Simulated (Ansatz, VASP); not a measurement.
# MgO in VASP and in Ansatz

```
Mg O
1.0
     0.00000    2.13515    2.13515
     2.13515    0.00000    2.13515
     2.13515    2.13515    0.00000
Mg O
1 1
Direct
  0.97190 0.02810 0.02810
  0.50000 0.50000 0.50000
```

Alike in both runs: task single point; functional PBE; k mesh 11 × 11 × 11; occupations fermi-dirac, width 0.01 eV; no spin polarisation.

```csv
,VASP,Ansatz
version,VASP 6.6.1,Ansatz 0.2.0
potentials or method,"VASP PAW PBE potentials, release 64 (Mg, O), cutoff 520 eV","all-electron LAPW, scalar-relativistic"
```

Ansatz gave:

| Quantity | Value |
| --- | --- |
| gap on the k mesh at the Fermi level (eV) | 4.35 |
| pressure (GPa) | -0.4 |
| largest component of the traceless stress (GPa) | 2.94 |
| rms of the force components (eV/Å) | 0.344 |

What did VASP give for the same quantities?

gap on the k mesh at the Fermi level (eV): 4.33; pressure (GPa): -1.2; largest component of the traceless stress (GPa): 3.00; rms of the force components (eV/Å): 0.347.

Atom by atom the forces differ by 0.003 eV/Å (rms over components). Ansatz ran all-electron here, so the differences hold the error of VASP's frozen core and of both bases.
